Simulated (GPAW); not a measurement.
Be:

```xyz
2
Lattice="2.2853 0.0000 0.0000 -1.1426 1.9791 0.0000 0.0000 0.0000 3.5842" Properties=species:S:1:pos:R:3 pbc="T T T"
Be    1.1427    0.6597    2.6882
Be    0.0000    1.3194    0.8961
```

| Item | Value |
| --- | --- |
| Program | GPAW 26.7.0 |
| Task | single point |
| Functional | PBE |
| Potentials or basis | GPAW PAW data sets (gpaw-data 1.2.1) |
| Cutoff | 800 eV |
| Basis | pw |
| k mesh | 13 × 13 × 8 |
| Occupations | fermi-dirac, width 0.05 eV |
| Spin | no spin polarisation |

On this cell: pressure -1.3 GPa; largest force under 0.003 eV/Å; band gap on the k mesh none (metal or under the smearing width).

The same run follows on a disturbed copy (atoms moved at random, drawn with an rms of 0.05 Å):

```
CELL_PARAMETERS angstrom
2.28530 0.00000 0.00000
-1.14265 1.97913 0.00000
0.00000 0.00000 3.58420
ATOMIC_POSITIONS crystal
Be 0.68824 0.33844 0.75018
Be 0.31739 0.65676 0.25854
```

Q: What does the disturbed cell give?

A: The energy (extrapolated to zero smearing) moves by +6.9 meV/atom; pressure -1.1 GPa; largest force 0.366 eV/Å; band gap on the k mesh none (metal or under the smearing width).

Forces on the atoms (eV/Å):
```
Be  -0.256 -0.118  0.232
Be   0.256  0.118 -0.232
```

Stress tensor (GPa, compression positive):
```
-0.34  1.40 -0.28
 1.40 -1.57 -0.13
-0.28 -0.13 -1.47
```
